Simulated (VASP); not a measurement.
MnSi: relaxation of cell and atoms with r2SCAN

The system is MnSi.

```
Mn Si
1.0
     4.55672    0.00000    0.00000
     0.00000    4.55672    0.00000
     0.00000    0.00000    4.55672
Mn Si
4 4
Direct
  0.13939 0.13939 0.13939
  0.36061 0.86061 0.63939
  0.63939 0.36061 0.86061
  0.86061 0.63939 0.36061
  0.84525 0.84525 0.84525
  0.65475 0.15475 0.34525
  0.34525 0.65475 0.15475
  0.15475 0.34525 0.65475
```

| Property | Result |
| --- | --- |
| Program | VASP 6.6.1 |
| Task | relaxation of cell and atoms |
| Functional | r2SCAN |
| Potentials or basis | VASP PAW PBE potentials, release 64 (Mn_pv, Si) |
| Cutoff | 600 eV |
| k mesh | 8 × 8 × 8 |
| Occupations | methfessel-paxton, width 0.1 eV |
| Spin | collinear spin, ferromagnetic start |
| Starting moments | [3.5, 3.5, 3.5, 3.5, 0.0, 0.0, 0.0, 0.0] μB |
| Further INCAR settings | ALGO = Normal; EDIFF = 1e-07; AMIX = 0.2; BMIX = 0.0001; IBRION = 2; EDIFFG = -0.005; NSW = 90; ISIF = 3 |

```yaml
Relaxed_volume: 11.82 Å³/atom
Relaxed_cell: a = 4.556 Å, b = 4.556 Å, c = 4.556 Å, α = 90.00°, β = 90.00°, γ = 90.00°
Space_group_after_relaxing_to_0.05_Å: P2_13 (No. 198)
Energy_gained_by_relaxing: 0.0 meV/atom
Ionic_steps: 2
Pressure_after_relaxing: 0.0 GPa
Band_gap_on_the_k_mesh: none (metal or under the smearing width)
Net_moment: 8.10 μB per cell
Site_moments: Mn +2.27; Si -0.14 μB
Valence_electrons_inside_the_program's_atomic_spheres: Mn 11.97; Si 1.65
```

Final structure:
```xyz
8
Lattice="4.5563 0.0000 0.0000 0.0000 4.5563 0.0000 0.0000 0.0000 4.5563" Properties=species:S:1:pos:R:3 pbc="T T T"
Mn    0.6351    0.6351    0.6351
Mn    1.6431    3.9212    2.9132
Mn    2.9132    1.6431    3.9212
Mn    3.9212    2.9132    1.6431
Si    3.8514    3.8514    3.8514
Si    2.9830    0.7049    1.5732
Si    1.5732    2.9830    0.7049
Si    0.7049    1.5732    2.9830
```

Levels at points of the mesh, in eV from the Fermi level:
Spin up:
```
           k point  band 34  band 35  band 36  band 37  band 38  band 39  band 40  band 41  band 42  band 43
(0.00, 0.00, 0.00)    -1.27    -1.25    -1.25    -0.23    -0.23    -0.23     2.53     2.53     2.53     3.15
(0.50, 0.00, 0.00)    -1.54    -0.99    -0.99    -0.73    -0.73     1.03     1.03     1.46     1.46     4.49
(0.50, 0.50, 0.00)    -1.89    -1.49    -1.49    -0.14    -0.14     0.52     0.52     2.12     2.12     2.64
(0.50, 0.50, 0.50)    -1.64    -1.64    -1.64    -0.39    -0.39    -0.39    -0.39     5.35     5.35     5.35
```
Spin down:
```csv
k point,band 27,band 28,band 29,band 30,band 31,band 32,band 33,band 34
"(0.00, 0.00, 0.00)",-1.45,-1.45,-1.34,-1.34,-1.34,1.49,1.49,1.49
"(0.50, 0.00, 0.00)",-1.46,-1.46,-0.74,-0.74,0.34,0.34,1.46,1.46
"(0.50, 0.50, 0.00)",-0.44,-0.44,0.01,0.01,0.25,0.25,0.50,0.50
"(0.50, 0.50, 0.50)",-1.47,-1.47,0.75,0.75,0.75,0.75,1.03,1.03
```

Run time: 8.6 min on 4 MPI ranks on AMD EPYC 9R45 96-Core Processor (Zen 5) (shared host), peak memory 0.48 GiB a rank.

Caveat: the PAW data sets were made with another functional, which shifts forces and pressure a little.
